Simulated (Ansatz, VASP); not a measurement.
BN: VASP beside Ansatz

```
CELL_PARAMETERS angstrom
2.44800 0.00000 0.00000
-1.22400 2.12003 0.00000
0.00000 0.00000 26.00000
ATOMIC_POSITIONS crystal
B 0.00000 0.00000 0.51648
N 0.66667 0.33333 0.48352
```

Alike in both runs: task single point; functional PBE; dispersion D3(BJ); k mesh 12 × 12 × 1; occupations gaussian, width 0.02 eV; no spin polarisation.

```csv
,VASP,Ansatz
version,VASP 6.6.1,Ansatz 0.2.0
potentials or method,"VASP PAW PBE potentials, release 64 (B, N)","scalar-relativistic, plane waves, PAW"
plane-wave cutoff (eV),520,420
valence electrons in the cell,8,8
```

```tsv
	VASP	Ansatz	Ansatz less VASP
gap on the k mesh at the Fermi level (eV)	none	none	-
rms of the force components (eV/Å)	4.915	4.912	-0.0031
```

Atom by atom the forces differ by 0.003 eV/Å (rms over components). A gap of «none» marks a metal or a gap that the smearing closes. Ansatz warned: «xc_potential_rough_in_thin_density».
